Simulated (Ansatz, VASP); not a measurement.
**ZnSe (Stilleite) in VASP and in Ansatz**

```
CELL_PARAMETERS angstrom
0.00000 2.88938 2.88938
2.88938 0.00000 2.88938
2.88938 2.88938 0.00000
ATOMIC_POSITIONS crystal
Se 0.75000 0.75000 0.75000
Zn 0.00000 0.00000 0.00000
```

Alike in both runs: task single point; functional r2SCAN; dispersion D4; k mesh 8 × 8 × 8; occupations fermi-dirac, width 0.05 eV; no spin polarisation.

```csv
,VASP,Ansatz
version,VASP 6.6.1,Ansatz 0.2.0
potentials or method,"VASP PAW PBE potentials, release 64 (Se, Zn)",Ansatz PAW
plane-wave cutoff (eV),520,500
valence electrons in the cell,18,28
```

```csv
,VASP,Ansatz,Ansatz less VASP
gap on the k mesh at the Fermi level (eV),1.62,1.62,0.000
least direct gap on the mesh (eV),1.62,1.62,0.000
pressure (GPa),-4.0,-4.1,-0.07
dispersion energy (meV/atom),-108.7,-108.8,-0.14
```

The two sets of potentials don't hold the same shells in valence.

Caveats: the PAW data sets were made with another functional, which shifts forces and pressure a little (VASP); the PAW data sets come from PBE, with cores solved anew for the run's functional, which leaves a small shift of forces and pressure (Ansatz). r2SCAN opens gaps a little over a GGA but as a rule still falls short of measured ones.
